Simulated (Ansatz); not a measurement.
An Ansatz (a first-principles code) run: GeO2 with a change (pressure 30 GPa); r2SCAN, PAW, 500 eV (Ansatz; no spin-orbit coupling).

Input:

Ansatz 0.2 input:
```yaml
crystal:
  lattice:
    - [4.4709376996, 0, 0]
    - [-2.2354688498, 3.8719456266, 0]
    - [0, 0, 5.4125694108]
  atoms:
    - { symbol: Ge, position: [0.4190914518, 0, 0.3333333333] }
    - { symbol: Ge, position: [0, 0.4190914518, 0.6666666667] }
    - { symbol: Ge, position: [0.5809085482, 0.5809085482, 0] }
    - { symbol: O, position: [0.3532137753, 0.3368418266, 0.2559782155] }
    - { symbol: O, position: [0.6631581734, 0.0163719488, 0.5893115488] }
    - { symbol: O, position: [0.9836280512, 0.6467862247, 0.9226448822] }
    - { symbol: O, position: [0.0163719488, 0.6631581734, 0.4106884512] }
    - { symbol: O, position: [0.3368418266, 0.3532137753, 0.7440217845] }
    - { symbol: O, position: [0.6467862247, 0.9836280512, 0.0773551178] }
basis: { ecutwfc: 500, ecutrho_ratio: 4, xc_grid: 4, fft_grid_basis: typed }
kpoints: { mp_grid: { grid: [8, 8, 6] } }
hamiltonian:
  xc: r2scan
  dispersion: none
  pseudopotentials: { kind: paw }
scf: { occupations: { method: fermi_dirac, width: 0.05 } }
relax: { f_tol: 0.01, max_steps: 60, cell: { stress_tol: 0.02, p_target: 30.0 } }
output: { forces: true, stress: true }
checkpoint: { write: state.ck, write_every: 1000 }
```

Output (explanatory and most iteration lines left out):

```
Relaxation: its limit of steps is 60 (relax.max_steps)
Pseudopotential: Ge, paw, valence charge 14
Pseudopotential: O, paw, valence charge 6
Crystal: 9 atoms, lattice volume = 93.698 Å³
Basis set: ecut = 500 eV, 2389 PW (Γ), exchange–correlation on 144×144×160 points (64 copies of the dense FFT grid, shifted against one another)
Bands: 48, of which v1, the nominal top of the filled ones, is band 39 counted from 1 (38 counted from 0)
Symmetry: 6 space group operations
Space group: P3121 (ITA 152), of the structure as read, at distance tolerance 4.5e-5 Å
k-points: 50 of 384 (time reversal used)
Functional: x = r2scan, c = r2scan; τ floored in thin density (d = 2e-4 eV/Å³)
SCF iter   1: F=—  HF=-16319.044058 eV  |F-HF|=—  |Δ(HF+E_count)|=         —  Δρ=9.16e-3  dr2=4.34e-2  dr2_τ=5.68e-1  ethr=1.77e-3  ⟨swp⟩=5.9  Hψ=8950  notcnv=0  defer=29
SCF iter   2: F=—  HF=-16319.182328 eV  |F-HF|=—  |Δ(HF+E_count)|=   1.38e-1  Δρ=5.43e-3  dr2=1.66e-2  dr2_τ=8.28e-4  ethr=5.56e-5  ⟨swp⟩=2.1  Hψ=5035  notcnv=0  defer=171
SCF 1 converged in 7 iterations: F = -16319.182143 eV  dr2 = 2.86e-8
relax step   1: F+E_penalty+E_count = -16319.18214312 eV  Δ(F+E_penalty+E_count) = +0.000e0 eV  max|allowed force component| = 9.666e-5 eV/Å  Δτ_max = 0.0000 Å  P = +18.001 GPa  Ω = 93.698 Å³  (7 SCF iters, dr2 threshold 1.00e-7 eV, accepted)
[... steps on the carried basis left out ...]
relax step  10: F+E_penalty+E_count = -16317.98393375 eV  Δ(F+E_penalty+E_count) = -1.112e-5 eV  max|allowed force component| = 6.605e-5 eV/Å  Δτ_max = 0.0000 Å  P = +30.000 GPa  Ω = 85.541 Å³  stress off target by 4.53e-4 GPa  SCF on the basis re-selected at this cell (its energy is not comparable with the rows above)  (4 SCF iters)
SCF converged after 4 iterations
Free energy (F): -16317.983934 eV
Internal energy: -16317.983934 eV  (E = F + TS)
E sigma→0 (E₀):  -16317.983934 eV
Fermi energy:    10.991594 eV
--- Forces (eV/Å), atoms counted from 1 ---
  atom   1  Ge    -0.00001838     0.00000000    -0.00000000
  atom   2  Ge     0.00000919    -0.00001592     0.00000000
  atom   3  Ge     0.00000919     0.00001592    -0.00000000
  atom   4  O      0.00000687    -0.00000797     0.00006605
  atom   5  O      0.00000347     0.00000993     0.00006605
  atom   6  O     -0.00001034    -0.00000196     0.00006605
  atom   7  O      0.00000687     0.00000797    -0.00006605
  atom   8  O     -0.00001034     0.00000196    -0.00006605
  atom   9  O      0.00000347    -0.00000993    -0.00006605
--- Stress (GPa, compression-positive) ---
       29.999547      -0.000000      -0.000000
        0.000000      29.999547      -0.000000
       -0.000000      -0.000000      29.999698
  P = ⅓ Tr σ = 29.9996 GPa (299.996 kbar)
--- Relaxed structure (8 steps of the walk, 7 accepted, 2 SCFs on fresh bases) ---
  cell:  # Å, volume = 85.5411 Å³
    - [4.329047102191519, 5.251006940879339e-18, -2.8773113184110535e-17]
    - [-2.1645235510957597, 3.749064764677264, 1.4386556592055277e-17]
    - [-3.4833066962118094e-17, 1.5161138926835883e-32, 5.270595450881987]
  atoms:
    - { symbol: Ge, position: [0.4077079615543117, -4.997486786296033e-20, 0.3333333333333333] }
    - { symbol: Ge, position: [8.863096615711652e-17, 0.4077079615543119, 0.6666666666666666] }
    - { symbol: Ge, position: [0.5922920384456881, 0.5922920384456882, 8.178537334918323e-19] }
    - { symbol: O, position: [0.3363993576402782, 0.34484596191642325, 0.25704691123214357] }
    - { symbol: O, position: [0.6551540380835766, -0.008446604276145051, 0.5903802445654769] }
    - { symbol: O, position: [1.0084466042761449, 0.6636006423597218, 0.9237135778988099] }
    - { symbol: O, position: [-0.008446604276145016, 0.6551540380835768, 0.40961975543452306] }
    - { symbol: O, position: [0.34484596191642314, 0.3363993576402782, 0.7429530887678563] }
    - { symbol: O, position: [0.6636006423597218, 1.008446604276145, 0.07628642210118976] }
```

Load acts through the strain it causes; cell and atoms are relaxed under it. Stability against distortions was not tested. No other phases were tried under pressure. The cell was made from GeO2 (space group P3_121, No. 152) by this change: pressure 30 GPa.
